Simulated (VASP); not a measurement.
Input of a VASP 6.6.1 run:

INCAR

```
SYSTEM = Li
PREC = Accurate
ENCUT = 520
EDIFF = 1E-7
ISMEAR = -1
SIGMA = 0.05
LREAL = .False.
LASPH = .True.
NELM = 100
ALGO = Normal
ISIF = 2
LWAVE = .False.
LCHARG = .False.
GGA = B5
ALDAX = 1.0
AGGAX = 1.0
AGGAC = 1.0
ALDAC = 0.0
NBANDS = 12
```

Contents of KPOINTS:

```
Automatic mesh
0
Gamma
  5 5 9
  0 0 0
```

The input POSCAR:

```
Li
1.0
    5.3344400000      0.0000000000      0.0000000000
    0.0000000000      5.3344400000      0.0000000000
    0.0000000000      0.0000000000      2.8026500000
Li
3
Direct
    0.5000000000      0.0000000000      0.5000000000
    0.0000000000      0.5000000000      0.5000000000
    0.5000000000      0.5000000000      0.5000000000
```

File KPOINTS_OPT:

```
path GXMGZRAZ,XR,MA
15
line-mode
reciprocal
 0.0000000000  0.0000000000  0.0000000000  G
 0.0000000000  0.5000000000  0.0000000000  X

 0.0000000000  0.5000000000  0.0000000000  X
 0.5000000000  0.5000000000  0.0000000000  M

 0.5000000000  0.5000000000  0.0000000000  M
 0.0000000000  0.0000000000  0.0000000000  G

 0.0000000000  0.0000000000  0.0000000000  G
 0.0000000000  0.0000000000  0.5000000000  Z

 0.0000000000  0.0000000000  0.5000000000  Z
 0.0000000000  0.5000000000  0.5000000000  R

 0.0000000000  0.5000000000  0.5000000000  R
 0.5000000000  0.5000000000  0.5000000000  A

 0.5000000000  0.5000000000  0.5000000000  A
 0.0000000000  0.0000000000  0.5000000000  Z

 0.0000000000  0.5000000000  0.0000000000  X
 0.0000000000  0.5000000000  0.5000000000  R

 0.5000000000  0.5000000000  0.0000000000  M
 0.5000000000  0.5000000000  0.5000000000  A
```

Potentials or basis: VASP PAW PBE potentials, release 64 (Li_sv).

Command:

```sh
$ cat potpaw_PBE.64/Li_sv/POTCAR > POTCAR
$ mpirun -np 1 vasp_std > vasp.out
```

**Question.** Predict the band gap along the path.

**Answer.** None (metal or under the smearing width).

Levels at the corners of the path, in eV from the Fermi level:
```
point  band 1  band 2  band 3  band 4  band 5  band 6  band 7  band 8
    Γ  -47.84  -47.83  -47.21   -3.00    0.05    0.05    2.35    3.36
    X  -47.83  -47.83  -47.21   -2.24   -1.72    0.61    2.60    3.29
    X  -47.83  -47.83  -47.21   -2.24   -1.72    0.61    2.60    3.29
    M  -47.83  -47.83  -47.21   -1.59   -0.94   -0.94   -0.03    5.72
    M  -47.83  -47.83  -47.21   -1.59   -0.94   -0.94   -0.03    5.72
    Γ  -47.84  -47.83  -47.21   -3.00    0.05    0.05    2.35    3.36
    Γ  -47.84  -47.83  -47.21   -3.00    0.05    0.05    2.35    3.36
    Z  -47.82  -47.82  -47.19   -0.39    2.22    3.07    3.60    3.60
    Z  -47.82  -47.82  -47.19   -0.39    2.22    3.07    3.60    3.60
    R  -47.82  -47.82  -47.19    0.37    1.45    2.75    2.86    4.06
    R  -47.82  -47.82  -47.19    0.37    1.45    2.75    2.86    4.06
    A  -47.82  -47.82  -47.19    1.55    1.72    1.72    2.94    3.82
    A  -47.82  -47.82  -47.19    1.55    1.72    1.72    2.94    3.82
    Z  -47.82  -47.82  -47.19   -0.39    2.22    3.07    3.60    3.60
    X  -47.83  -47.83  -47.21   -2.24   -1.72    0.61    2.60    3.29
    R  -47.82  -47.82  -47.19    0.37    1.45    2.75    2.86    4.06
    M  -47.83  -47.83  -47.21   -1.59   -0.94   -0.94   -0.03    5.72
    A  -47.82  -47.82  -47.19    1.55    1.72    1.72    2.94    3.82
```
